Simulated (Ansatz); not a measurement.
## GaP

The computed numbers are results of r²SCAN, scalar-relativistic (no spin polarisation) in the plane-wave PAW code Ansatz at 500 eV, 8×8×8 k-mesh, Gaussian smearing of 0.05 eV; PAW files: Ansatz's generated set soft_2.

```
Ga P
1.0
     0.00000    2.72570    2.72570
     2.72570    0.00000    2.72570
     2.72570    2.72570    0.00000
Ga P
1 1
Cartesian
  0.0000 0.0000 0.0000
  4.0885 4.0885 4.0885
```

The chain of runs began from a cell as deposited in COD, expanded in volume.

The cell is relaxed to zero pressure at this level.

Path: Γ–X–U | K–Γ–L–W–X, with Γ = (0.000, 0.000, 0.000), X = (-0.500, -0.500, 0.000), U = (-0.375, -0.375, 0.250), K = (-0.375, 0.000, 0.375), L = (0.000, 0.000, 0.500), W = (-0.500, -0.250, 0.250) in reciprocal vectors of the calculation's cell.

Is it a metal or an insulator, and if it has a gap, where are the band edges on this path?

An insulator with a gap of 1.84 eV on the path, the valence band topping at Γ and the conduction band bottoming between Γ and X; the smallest direct gap is 2.36 eV.

Levels between -3 and 5 eV from the Fermi level at the path's named points:
| point | below E_F (eV) | above E_F (eV) |
| --- | --- | --- |
| Γ | -0.95 -0.95 -0.95 | 1.41 3.23 3.23 3.23 |
| X |  | 0.96 1.15 |
| U and K |  | 1.52 4.23 |
| L | -2.12 -2.12 | 1.09 4.09 4.09 |
| W |  | 4.09 4.35 |

Formal charges Ga³⁺, P³⁻ balance and leave closed shells on every ion, so a band insulator is expected, and the gap is 1.84 eV.

Within 0.6 eV of the edges the projected states are 82 % P 3p at the top of the valence band and 42 % Ga 4p at the bottom of the conduction band. The conduction edge mixes several shells, so no single label fits the gap.

**What was measured.** From “Stacking defects in GaP nanowires: Electronic structure and optical properties”, 2018, arxiv:1810.01194, for a bulk crystal of GaP at 10 K: band gap 2.34 eV (indirect).

**Against experiment.** Against the measured gap of GaP, 2.34 eV (indirect; 10 K; quoted in “Stacking defects in GaP nanowires: Electronic structure and optical properties”, 2018, arxiv:1810.01194), the calculated 1.84 eV is off by -0.50 eV. Kohn–Sham gaps of semilocal functionals mostly fall below measured ones. Temperature and excitons aren't in the calculation.

Cost: 8.4 s on 4 threads of Arm Neoverse V2 (shared host), peak memory 0.43 GiB.

Semilocal functionals underestimate band gaps, commonly by a third or more.
